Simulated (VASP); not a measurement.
# LiF (P6_3mc) in VASP: notebook

One crystal, LiF, is run at these levels: PBE, LDA; tasks: single point.

Program: VASP 6.6.1. These are calculated values, not measurements. Logs are shortened: lines on timing, memory, paths and dates and some standing lists are left out, and cuts for length are marked.

## Step 1: Starting point

It takes space group P6_3mc (No. 186, hexagonal). The conventional cell has a = 3.081 Å, b = 3.081 Å, c = 4.785 Å, α = 90.00°, β = 90.00°, γ = 120.00°. Around Li (site symmetry 3m) lie 4 F at 1.86 to 1.87 Å. F (site symmetry 3m) has 4 Li at 1.86 to 1.87 Å as nearest neighbours.

The cell was built by a generator and needn't be a form met in nature.

## Step 2: Single point, PBE

INCAR

```
SYSTEM = LiF
PREC = Accurate
ENCUT = 520
EDIFF = 1E-6
ISMEAR = 0
SIGMA = 0.01
LREAL = .FALSE.
LASPH = .TRUE.
NELM = 100
ALGO = Fast
ISIF = 2
LWAVE = .FALSE.
LCHARG = .FALSE.
GGA = PE
NBANDS = 18
```

KPOINTS

```
Automatic mesh
0
G
  12 12 6
  0 0 0
```

POSCAR

```
LiF
1.0
    3.0810126371      0.0000000000      0.0000000000
   -1.5405063186      2.6682352131      0.0000000000
    0.0000000000      0.0000000000      4.7853429675
Li F
2 2
Direct
    0.3333333333      0.6666666667     -0.0074305300
    0.6666666667      0.3333333333      0.4925694700
    0.3333333333      0.6666666667      0.3824305300
    0.6666666667      0.3333333333      0.8824305300
```

Potentials or basis: VASP PAW PBE potentials, release 64 (Li_sv, F).

Started as:

```bash
$ cat potpaw_PBE.64/Li_sv/POTCAR potpaw_PBE.64/F/POTCAR > POTCAR
$ mpirun -np 1 vasp_std > vasp.out
```

OUTCAR:

```text
SYSTEM = LiF
   PREC = Accurate
   ENCUT = 520
   EDIFF = 1E-6
   ISMEAR = 0
   LREAL = .FALSE.
   LASPH = .TRUE.
   NELM = 100
   ISIF = 2
   GGA = PE

 ion  position               nearest neighbor table
   1  0.333  0.667  0.993-   4 1.86   4 1.86   4 1.86   3 1.87
   2  0.667  0.333  0.493-   3 1.86   3 1.86   3 1.86   4 1.87
   3  0.333  0.667  0.382-   2 1.86   2 1.86   2 1.86   1 1.87
   4  0.667  0.333  0.882-   1 1.86   1 1.86   1 1.86   2 1.87

  LATTYP: Found a hexagonal cell.
 ALAT       =     3.0810126371
 C/A-ratio  =     1.5531721324

  Lattice vectors:

 A1 = (   3.0810126371,   0.0000000000,   0.0000000000)
 A2 = (  -1.5405063186,   2.6682352131,   0.0000000000)
 A3 = (   0.0000000000,   0.0000000000,   4.7853429675)

Analysis of symmetry for initial positions (statically):
=====================================================================
 Subroutine PRICEL returns:
 Original cell was already a primitive cell.

 Routine SETGRP: Setting up the symmetry group for a
 hexagonal supercell.

 Subroutine GETGRP returns: Found 12 space group operations
 (whereof  6 operations were pure point group operations)
 out of a pool of 24 trial point group operations.

The static configuration has the point symmetry C_3v.
 The point group associated with its full space group is C_6v.

Analysis of symmetry for dynamics (positions and initial velocities):
=====================================================================
 Subroutine PRICEL returns:
 Original cell was already a primitive cell.

 Routine SETGRP: Setting up the symmetry group for a
 hexagonal supercell.

 Subroutine GETGRP returns: Found 12 space group operations
 (whereof  6 operations were pure point group operations)
 out of a pool of 24 trial point group operations.

The dynamic configuration has the point symmetry C_3v.
 The point group associated with its full space group is C_6v.

 Subroutine INISYM returns: Found 12 space group operations
 (whereof  6 operations are pure point group operations),
 and found     1 'primitive' translations

----------------------------------------------------------------------------------------

                                     Primitive cell

  volume of cell :      39.3397

  direct lattice vectors                    reciprocal lattice vectors
     3.081012637  0.000000000  0.000000000     0.324568614  0.187389776  0.000000000
    -1.540506319  2.668235213  0.000000000     0.000000000  0.374779553  0.000000000
     0.000000000  0.000000000  4.785342968     0.000000000  0.000000000  0.208971438

  length of vectors
     3.081012637  3.081012637  4.785342968     0.374779553  0.374779553  0.208971438

  position of ions in fractional coordinates (direct lattice)
     0.333333333  0.666666667  0.992569470
     0.666666667  0.333333333  0.492569470
     0.333333333  0.666666667  0.382430530
     0.666666667  0.333333333  0.882430530

  ion indices of the primitive-cell ions
   primitive index   ion index
                 1           1
                 2           2
                 3           3
                 4           4

----------------------------------------------------------------------------------------

 KPOINTS: Automatic mesh

Automatic generation of k-mesh.
 Grid dimensions read from file:
 generate k-points for:   12   12    6

 Generating k-lattice:

  Cartesian coordinates                     Fractional coordinates (reciprocal lattice)
     0.027047384  0.015615815  0.000000000     0.083333333  0.000000000  0.000000000
     0.000000000  0.031231629  0.000000000     0.000000000  0.083333333  0.000000000
     0.000000000  0.000000000  0.034828573     0.000000000  0.000000000  0.166666667

  Length of vectors
     0.031231629  0.031231629  0.034828573

  Shift w.r.t. Gamma in fractional coordinates (k-lattice)
     0.000000000  0.000000000  0.000000000

 Subroutine IBZKPT returns following result:
 ===========================================

 Found     76 irreducible k-points:

 Following reciprocal coordinates:
            Coordinates               Weight
  0.000000  0.000000  0.000000      1.000000
  0.083333  0.000000  0.000000      6.000000
  0.166667  0.000000  0.000000      6.000000
  0.250000 -0.000000  0.000000      6.000000
  0.333333  0.000000  0.000000      6.000000
  0.416667 -0.000000  0.000000      6.000000
[... 16 lines left out ...]
  0.250000 -0.000000  0.166667     12.000000
  0.333333  0.000000  0.166667     12.000000
 [... further k-points ...]
   k-points           NKPTS =     76   k-points in BZ     NKDIM =     76   number of bands    NBANDS=     18
   number of dos      NEDOS =    301   number of ions     NIONS =      4
   total plane-waves  NPLWV =  20736
   dimension x,y,z NGX =    24 NGY =   24 NGZ =   36
   dimension x,y,z NGXF=    48 NGYF=   48 NGZF=   72
   ions per type =               2   2
   NGX,Y,Z   is equivalent  to a cutoff of  12.95, 12.95, 12.51 a.u.
   NGXF,Y,Z  is equivalent  to a cutoff of  25.90, 25.90, 25.01 a.u.
 SYSTEM =  LiF
   PREC   = accura    normal or accurate (medium, high low for compatibility)
   ISTART =      0    job   : 0-new  1-cont  2-samecut
   ICHARG =      2    charge: 1-file 2-atom 10-const
   ISPIN  =      1    spin polarized calculation?
   LNONCOLLINEAR =      F non collinear calculations
   LSORBIT =      F    spin-orbit coupling
   LASPH  =      T    aspherical Exc in radial PAW
   ENCUT  =  520.0 eV  38.22 Ry    6.18 a.u.   5.73  5.73  8.90*2*pi/ulx,y,z
   NELM   =    100;   NELMIN=  2; NELMDL= -5     # of ELM steps
   EDIFF  = 0.1E-05   stopping-criterion for ELM
   LREAL  =      F    real-space projection
   EDIFFG = 0.1E-04   stopping-criterion for IOM
   NSW    =      0    number of steps for IOM
   IBRION =     -1    ionic relax: 0-MD 1-quasi-New 2-CG
   NFREE  =      0    steps in history (QN), initial steepest desc. (CG)
   ISIF   =      2    stress and relaxation
   ISYM   =      2    0-nonsym 1-usesym 2-fastsym
   POTIM  = 0.5000    time-step for ionic-motion
   TEBEG  =    0.0;   TEEND  =   0.0 temperature during run
   PSTRESS=    0.0 pullay stress
   NELECT =      20.0000    total number of electrons
   NUPDOWN=      -1.0000    fix difference up-down
   EMIN   =  10.00;   EMAX   =-10.00  energy-range for DOS
   EFERMI =   0.00;   METHOD = LEGACY
   ISMEAR =     0;   SIGMA  =   0.01  broadening in eV -4-tet -1-fermi 0-gaus
   EFERMI_NEDOS =   21; number of points for ismear=-14 and -15
   IALGO  =     68    algorithm
   IMIX   =      4    mixing-type and parameters
     AMIX     =   0.40;   BMIX     =  1.00
     AMIX_MAG =   1.60;   BMIX_MAG =  1.00
  volume/ion in A,a.u.               =       9.83        66.37
  Fermi-wavevector in a.u.,A,eV,Ry     =   1.306596  2.469108 23.227767  1.707193
  Thomas-Fermi vector in A             =   2.437387
   LORBIT       =      0    0 simple, 1 ext, 2 COOP (PROOUT), +10 PAW based schemes
   GGA     = PE    functional components
   LHFCALC =     F    Hartree Fock is set to
   AEXX    =    0.0000 exact exchange contribution
   IVDW    =     0    specifies the selected vdW correction
   LEPSILON=     F    determine dielectric tensor
   LRPA    =     F    only Hartree local field effects (RPA)
 non-spin polarized calculation
 RMM-DIIS sequential band-by-band and
 Gauss-broadening in eV      SIGMA  =   0.01
  energy-cutoff  :      520.00
  volume of cell :       39.34
 maximum number of plane-waves:      1085
 NGX is ok and might be reduce to    24
   NGX = 11   NGY = 11   NGZ = 17

 number of electron      20.0000014 magnetization

 Free energy of the ion-electron system (eV)
  ---------------------------------------------------
  ext. energy  EPLUGINS =         0.00000000
  ---------------------------------------------------
  free energy    TOTEN  =       -19.27822296 eV

  energy without entropy =      -19.27822296  energy(sigma->0) =      -19.27822296

 E-fermi :  -2.2400     XC(G=0):  -8.8754

 val. band max:       -2.4013764444   @ k =   0.0000   0.0000   0.0000
 cond. band min:       5.4372040089   @ k =   0.0000   0.0000   0.0000
 fundamental gap:      7.8385804533
 Fermi energy:        -2.2400362759

 k-point     1 :       0.0000    0.0000    0.0000
  band No.  band energies     occupation
      1     -42.8395      2.00000
      2     -42.7961      2.00000
      3     -21.8811      2.00000
      4     -21.6299      2.00000
      5      -4.6198      2.00000
      6      -2.9173      2.00000
[... 10 lines left out ...]
     17      17.2437      0.00000
     18      18.1958      0.00000

 k-point     2 :       0.0833    0.0000    0.0000
  band No.  band energies     occupation
      1     -42.8373      2.00000
      2     -42.7952      2.00000
      3     -21.8718      2.00000
      4     -21.6280      2.00000
      5      -4.5828      2.00000
      6      -2.9904      2.00000
[... 10 lines left out ...]
     17      17.3570      0.00000
     18      18.1923      0.00000

 k-point     3 :       0.1667    0.0000    0.0000
  band No.  band energies     occupation
      1     -42.8313      2.00000
      2     -42.7928      2.00000
      3     -21.8460      2.00000
      4     -21.6237      2.00000
      5      -4.4798      2.00000
      6      -3.2096      2.00000
[... 10 lines left out ...]
     17      17.5350      0.00000
     18      17.7311      0.00000

 k-point     4 :       0.2500   -0.0000    0.0000
  band No.  band energies     occupation
      1     -42.8225      2.00000
      2     -42.7901      2.00000
      3     -21.8076      2.00000
      4     -21.6203      2.00000
      5      -4.3449      2.00000
      6      -3.5180      2.00000
[... 375 lines left out ...]
      4     -21.6399      2.00000
      5      -4.3678      2.00000
      6      -3.1892      2.00000
[... 10 lines left out ...]
     17      17.3166      0.00000
     18      17.5320      0.00000

 k-point    23 :       0.2500   -0.0000    0.1667
  band No.  band energies     occupation
      1     -42.8203      2.00000
      2     -42.7923      2.00000
      3     -21.7962      2.00000
      4     -21.6341      2.00000
      5      -4.2683      2.00000
      6      -3.4992      2.00000
[... 10 lines left out ...]
     17      17.2930      0.00000
     18      17.7746      0.00000

 k-point    24 :       0.3333    0.0000    0.1667
  band No.  band energies     occupation
      1     -42.8114      2.00000
      2     -42.7898      2.00000
      3     -21.7556      2.00000
      4     -21.6322      2.00000
      5      -4.2619      2.00000
      6      -3.7035      2.00000
[... 10 lines left out ...]
     17      17.1031      0.00000
     18      18.1315      0.00000

 [... further k-points ...]

------------------------ aborting loop because EDIFF is reached ----------------------------------------

  FORCE on cell =-STRESS in cart. coord.  units (eV):
  Direction    XX          YY          ZZ          XY          YZ          ZX
  --------------------------------------------------------------------------------------
  -------------------------------------------------------------------------------------
  Total        0.6918719      0.6918719      0.7061733     -0.0000000      0.0000000      0.0000000
  in kB       28.1777051     28.1777051     28.7601550     -0.0000000      0.0000000      0.0000000
  external PRESSURE =      28.3718551 kB  Pullay stress =       0.0000000 kB

 VOLUME and BASIS-vectors are now :
 -----------------------------------------------------------------------------
  energy-cutoff  :      520.00
  volume of cell :       39.34
      direct lattice vectors                 reciprocal lattice vectors
     3.081012637  0.000000000  0.000000000     0.324568614  0.187389776  0.000000000
    -1.540506319  2.668235213  0.000000000     0.000000000  0.374779553  0.000000000
     0.000000000  0.000000000  4.785342968     0.000000000  0.000000000  0.208971438

 POSITION                                       TOTAL-FORCE (eV/Angst)
 -----------------------------------------------------------------------------------
     -0.00000      1.77882      4.74979        -0.000000     -0.000000     -0.002857
      1.54051      0.88941      2.35711         0.000000      0.000000     -0.002857
     -0.00000      1.77882      1.83006        -0.000000      0.000000      0.002857
      1.54051      0.88941      4.22273         0.000000     -0.000000      0.002857
 -----------------------------------------------------------------------------------
    total drift:                               -0.000001     -0.000001      0.004850

  FREE ENERGIE OF THE ION-ELECTRON SYSTEM (eV)
  ---------------------------------------------------
  free  energy   TOTEN  =       -19.2782229619 eV

  energy  without entropy=      -19.2782229619  energy(sigma->0) =      -19.27822296
```

It took 32 s on 1 thread of Intel Xeon 6975P-C (Granite Rapids), shared host; peak memory 0.17 GiB.

Results:

```
Free energy            : -19.2782 eV
Band gap on the k mesh : 7.84 eV, direct
```

Forces on the atoms (eV/Å):
```
Li   0.000  0.000 -0.003
Li   0.000  0.000 -0.003
F    0.000  0.000  0.003
F    0.000  0.000  0.003
```

Caveat: the cutoff is under 1.25 times the usual one of these potentials, so pressure, stress and relaxed cells hold a basis-set (Pulay) error.

## Step 3: Single point, LDA

INCAR

```
PREC     = Accurate       # precision mode
ENCUT    = 520            # plane-wave cutoff, eV
EDIFF    = 1E-7           # SCF threshold, eV
ISMEAR   = 0              # smearing method
SIGMA    = 0.01           # smearing width, eV
LREAL    = False          # projectors in reciprocal space
LASPH    = True           # aspherical terms in the spheres
NELM     = 100            # most SCF steps
ALGO     = Fast           # electronic algorithm
ISIF     = 2              # what is computed and relaxed
LWAVE    = False          # write WAVECAR
LCHARG   = False          # write CHGCAR
GGA      = CA             # functional
NBANDS   = 18             # bands
```

KPOINTS

```
Automatic mesh
0
Gamma
  12 12 6
```

POSCAR is that of step 2.

Potentials or basis: VASP PAW LDA potentials, release 64 (Li_sv, F).

Started as:

```bash
$ cat potpaw_LDA.64/Li_sv/POTCAR potpaw_LDA.64/F/POTCAR > POTCAR
$ mpirun -np 1 vasp_std > vasp.out
```

Wall time 34 s (1 thread of Intel Xeon 6975P-C (Granite Rapids), shared host); peak memory 0.15 GiB.

The run converged. Its results:

```yaml
Free_energy: -20.7874 eV
Largest_force: 0.007 eV/Å
Band_gap_on_the_k_mesh: 7.52 eV, direct
```

Forces in eV/Å, atoms in the order of the input:
```
Li   0.000  0.000  0.007
Li   0.000  0.000  0.007
F    0.000  0.000 -0.007
F    0.000  0.000 -0.007
```

Levels at points of the mesh, in eV from the valence-band top:
```
           k point  band 8  band 9  band 10  band 11  band 12  band 13
(0.00, 0.00, 0.00)   -0.19   -0.19     0.00     7.52    11.79    15.05
(0.50, 0.00, 0.00)   -1.09   -0.58    -0.42    10.86    11.88    14.56
(0.00, 0.00, 0.50)   -0.36   -0.36    -0.36     9.22     9.22    17.34
(0.50, 0.00, 0.50)   -0.77   -0.59    -0.59    10.81    10.81    14.58
```

Caveat: the cutoff is under 1.25 times the usual one of these potentials, so pressure, stress and relaxed cells hold a basis-set (Pulay) error. A k mesh can miss the band edges.
